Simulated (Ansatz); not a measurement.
Here is an Ansatz 0.2.0 calculation.

File input.yaml:

```yaml
crystal:
  lattice:
    - [-1.72585, 1.72585, 5.84]
    - [1.72585, -1.72585, 5.84]
    - [1.72585, 1.72585, -5.84]
  atoms:
    - { symbol: Nb, position: [0.5, 0.0, 0.5] }
    - { symbol: Nb, position: [0.75, 0.75, 0.0] }
    - { symbol: As, position: [0.916, 0.416, 0.5] }
    - { symbol: As, position: [0.166, 0.166, 0.0] }
kpoints:
  mp_grid: { grid: [11, 11, 11] }
scf:
  occupations: { method: fermi_dirac, width: 0.05 }
hamiltonian:
  xc: pbesol
  pseudopotentials: { kind: all_electron, lapw: { basis_error: 0.002 } }
output:
  forces: true
  stress: true
relax:
  f_tol: 0.01
  max_steps: 60
  cell: { p_target: 20 }
```

Potentials or basis: all-electron LAPW, scalar-relativistic.

Launch:

```console
$ ansatz run input.yaml --threads 2 --pin off --max-ram 8192MiB --backend cpu --events-out ev --progress --plain --runs-dir out
```

**Question.** What does it give for the space group after relaxing (to 0.05 Å)?

**Answer.** I4_1md (No. 109).

**Question.** Estimate the relaxed cell.

**Answer.** a = 6.029 Å, b = 6.029 Å, c = 6.029 Å, α = 147.67°, β = 147.67°, γ = 46.37°.

**Question.** What does it give for the relaxed volume?

**Answer.** 15.61 Å³/atom.

The path:
```tsv
step	energy change (eV)	largest force (eV/Å)	volume (Å³)
1	0.0000	0.2877	69.58
2	0.6511	0.0318	60.47
3	0.3047	0.0253	62.74
4	0.3299	0.0017	62.51
5	0.3379	0.0051	62.44
6	0.3378	0.0051	62.44
```
